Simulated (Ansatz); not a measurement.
## Te under changes of volume

One of the cells (32.696 Å³/atom); the others are scaled copies at fixed shape and fractional positions:

```
Te
1.0
     3.82029   -2.14820    0.00000
     3.82029    2.14820    0.00000
    -0.09429    0.00000    5.97609
Te
3
Direct
  0.00000 0.00000 0.00000
  0.30945 0.30945 0.33881
  0.69055 0.69055 0.66119
```

This isn't the form of Te at room conditions, which is trigonal, of chains.

```yaml
Program: Ansatz 0.2.0
Functional: r2SCAN
Potentials_or_basis: Ansatz PAW
Cutoff: "500 eV (not typed: the program's choice for these potentials)"
k_mesh: 7 × 7 × 5
Occupations: fermi-dirac, width 0.05 eV
Spin: no spin polarisation
```

```tsv
volume (Å³/atom)	energy over the lowest point (meV/atom)	pressure (GPa)	largest force (eV/Å)
30.734	22.74	3.8	0.195
31.388	9.99	2.4	0.125
32.042	2.59	1.2	0.060
32.696	0.00	0.1	0.001
33.350	1.70	-0.9	0.057
34.004	?	?	?
34.658	16.21	-2.6	0.159
```

Problem. What does the run at 34.004 Å³/atom give?

Solution. Energy over the lowest point 7.24 meV/atom; pressure -1.8 GPa; largest force 0.110 eV/Å.

Worked out: A Birch-Murnaghan fit of order 3 (a polynomial in V^(-2/3)) to the other rows has its minimum at 32.75 Å³/atom with B0 = V·E''(V) = 52 GPa and B' = 4.6 at fixed shape and positions, which overstates the stiffness. It gives 7.24 meV/atom at 34.004 Å³/atom, against the run's 7.24, and -dE/dV = -1.8 GPa, against -1.8.

Energies are extrapolated to zero smearing.

Caveats: the PAW data sets come from PBE, with cores solved anew for the run's functional, which leaves a small shift of forces and pressure.
